# Why diamond holds its shape as firmly as its volume

## What an elastic constant is

An elastic constant is the stress that a crystal builds up per unit of strain. Three of them describe a cubic crystal. If it is stretched along one cube edge while its sides are held fixed, C11 gives the stress along the pull and C12 the stress that the sides must take up. C44 gives the stress in a shear that tilts two cube edges towards each other. The bulk modulus B measures the resistance to compression from all sides.

Here the constants come from a density functional calculation in the local density approximation. The cell of diamond was relaxed and then strained slightly, the atoms were allowed to settle, and the stress was read off.

Elastic constants of diamond, computed with SIESTA 5.4.2 in the local density approximation (LDA), with PseudoDojo 0.4 standard norm-conserving pseudopotentials, a TZP basis of numerical atomic orbitals and a 10 × 10 × 10 k-mesh. They are given as stress over strain at the relaxed cell, on the cube axes, with the ions relaxed under strain.

| row | computed constant (GPa) | what it is | measured constant (GPa) | label in the paper, method, sample | source |
| --- | --- | --- | --- | --- | --- |
| 1 | 149 | C12 | n/a | n/a | n/a |
| 2 | n/a | n/a | 441.8 | adiabatic bulk modulus; ultrasonic measurement; bulk crystal | pmc:4962311 (2016) |
| 3 | n/a | n/a | 442 | B0 from ultrasound; ultrasonic measurement; bulk crystal | arXiv:cond-mat/0702656 (2007) |
| 4 | n/a | n/a | 443 | bulk modulus of diamond, quoted experimental value; not stated; bulk crystal | arXiv:1701.05631 (2017) |
| 5 | n/a | n/a | 444.8 | B0 from Brillouin scattering; Brillouin scattering; bulk crystal | arXiv:cond-mat/0702656 (2007) |
| 6 | 453.4 | bulk modulus (Hill) | n/a | n/a | n/a |
| 7 | 585 | C44 | n/a | n/a | n/a |
| 8 | 1063 | C11 | n/a | n/a | n/a |

The four computed rows belong to one crystal and one calculation. B follows from two of the others: (C11 + 2 C12)/3 = (1063 + 2 × 149)/3 ≈ 454 GPa, which is the table's 453.4 GPa apart from rounding. There are thus three independent results, and their order needs an explanation.

## The order and its odd member

The computed values rise from C12 through B and C44 to C11. C12 stands far below the rest, at about one seventh of C11. For an engineer this means that diamond hardly passes a pull on to its sides. If the sides are free, a bar cut along a cube edge narrows by only C12/(C11 + C12) = 149/1212 ≈ 0.12 of its relative lengthening.

The second striking feature is that C44 is 1.29 times as large as B. A cubic crystal has another shear modulus, (C11 − C12)/2, for the distortion that lengthens one cube edge and shortens another. It comes to 457 GPa, practically the same as B. Measured by these moduli, diamond resists a change of shape at least as strongly as a change of volume. Both features have the same origin.

## Bonds alone would not hold the shape

Each carbon atom has four neighbours, and each bond points along a diagonal of the cube. Such a bond leans equally towards all three edges. A small strain along any one edge therefore lengthens all four bonds by the same amount.

Let e1, e2 and e3 be the strains along the three edges. The bonds then feel only the sum e1 + e2 + e3, which is the relative change of volume. If one edge grows and another shrinks by the same small amount, no bond changes its length to first order. A crystal held together only by springs along its bonds would have C11 = C12 and would give way to this distortion without resistance.

A shear of the C44 kind does change bond lengths, two of the four growing and two shrinking. Diamond, however, consists of two interlocking sublattices, and a small shift of one against the other can undo these changes. With bond springs alone, C44 would also be zero. Something other than bond length has to hold the shape.

## Angles do the holding

Theory supplies the missing part: the angles between bonds are stiff. The electrons of a carbon atom in diamond form four directed bonds at the tetrahedral angle, and bending two of them towards each other weakens the overlap that binds. The table does not show the electrons, but it allows a test of the mechanical consequence.

Keating's model describes the crystal with two constants. The constant α measures the resistance of a bond to stretching, and β measures the resistance to a change in the scalar product of two neighbouring bond vectors, which stands for the angle between them. With a as the cube edge, stretching contributes the energy per volume

½ (α/a)(e1 + e2 + e3)².

The scalar products change in three patterns, because each pair of bonds has one direction in common and two opposed. They contribute

½ (β/a)[(e1 − e2 − e3)² + (e2 − e1 − e3)² + (e3 − e1 − e2)²].

Twice the factor of e1² gives C11, and the factor of e1e2 gives C12:

- C11 = (α + 3β)/a
- C12 = (α − β)/a

This explains the low row. When the crystal is pulled along one edge, the stretched bonds try to draw the sides in, while the stiff angles try to push them out. The two tendencies add along the pull and largely cancel at the sides. C12 is small because it is a difference, although neither of its parts is small.

## Why shear is a chain of two springs

In the C44 shear the sublattices are free to shift, and the shift moves deformation from the bonds to the angles or back. What the bonds are spared the angles must take. The crystal chooses the division that costs least energy, just as two springs hooked end to end share an extension. As in such a chain, the compliances add:

1/C44 = (a/4)(1/α + 1/β), or C44 = 4αβ/[(α + β)a].

If either spring is very soft, the chain is soft. A large C44 therefore needs stiff bonds and stiff angles at once. Diamond has both.

## The estimate in full

C11 and C12 fix the two constants of the model, and C44 is left as a test.

1. Stretching: α/a = (C11 + 3 C12)/4 = (1063 + 447)/4 ≈ 378 GPa.
2. Angles: β/a = (C11 − C12)/4 = (1063 − 149)/4 ≈ 229 GPa.
3. Shear: C44 = 4 × 378 × 229/(378 + 229) ≈ 570 GPa.

The calculation gave 585 GPa, so the estimate is about 3 % too low. For a model that knows only bonds and the angles between them this is close. The remainder may come from forces that reach further, or from a sublattice shift that the model makes too easy. A calculation with the atoms held in place during the strain would help to decide, but only relaxed constants are at hand.

One relation in one crystal is a modest test, and other models with stiff angles might pass it too. It does separate this picture from a plausible alternative, in which the shape is held by springs between second neighbours instead of by angles. For springs without initial tension, that picture requires C44 = C11 − C12 = 914 GPa, more than half as much again as the computed value. It also needs a negative stiffness for the bonds themselves, which makes no sense for the strongest links in the crystal.

## Reading the order from one ratio

In Keating's model the order of the constants depends only on the ratio t = β/α, the stiffness of the angles relative to that of the bonds. In units of α/a the constants are:

- C12 = 1 − t
- B = 1 + t/3
- C44 = 4t/(1 + t)
- C11 = 1 + 3t

At t = 0 the first, second and fourth are equal and C44 vanishes. As the angles stiffen, C12 falls, C11 rises quickly, and C44 climbs from the bottom. It passes C12 near t = 0.24 and B near t = 0.39.

Diamond has t ≈ 0.6, beyond both crossings. The four values are then about 0.4, 1.2, 1.5 and 2.8, in the order of the table. For another crystal with the same structure, the question to ask is how stiff its angles are compared with its bonds. Softer angles bring C12 closer to C11 and let C44 sink below B.

B itself rises only slowly with t. It contains β at all because a scalar product changes when bonds lengthen, even if the angle stays the same. For this reason β should not be read as a pure bending stiffness.

## What the measured values can confirm

All four measured rows are bulk moduli and can be compared only with the computed B. They lie between 441.8 and 444.8 GPa, and the calculation is 2 to 3 % higher. The close agreement among them is less weighty than it looks, since two values come from one paper and a third is quoted without its method.

The small gap should not be credited to a single cause. The computed cell is smaller than the real one: it has 5.57 Å³ per atom, against a measured value of roughly 5.7 Å³. Part of this comes from the local density approximation, which binds too strongly, and part from zero-point motion and heat, which swell the real crystal and are absent from the computed one. A volume smaller by about 2 %, with a bulk modulus that rises about four times as fast as the volume shrinks, stiffens the crystal by some tens of GPa. That is already more than the gap of about 10 GPa.

The estimate counts zero-point motion and heat only through the swelling they cause. At a given volume, zero-point motion is expected to stiffen the real crystal a little, which would account for part of the difference. Beyond that, the functional may be too soft at a given volume, or the finite basis may play a part. A calculation at the measured volume would separate the effect of the cell size from the rest, but the table has only one volume.

## A good bulk modulus can hide a poor C12

B is a weighted mean, and errors in its parts can cancel. The measured C12 is not in the table; as recalled, it lies a little above 120 GPa, which would put the computed one roughly a fifth too high. Taken alone, such an excess would raise B by two thirds of its amount, which is more than the actual gap. A computed C11 that is somewhat too low would then have to make up the difference.

The model shows why C12 is the delicate constant. Raising the bond stiffness α by 5 % adds 19 GPa to both C11 and C12. For C11 this is less than 2 %, but for C12 it is about 13 %, because C12 is what remains after two larger terms have partly cancelled. Whoever needs the sideways stress in a diamond part should therefore check C12 itself, since a bulk modulus that agrees with experiment does not vouch for it.
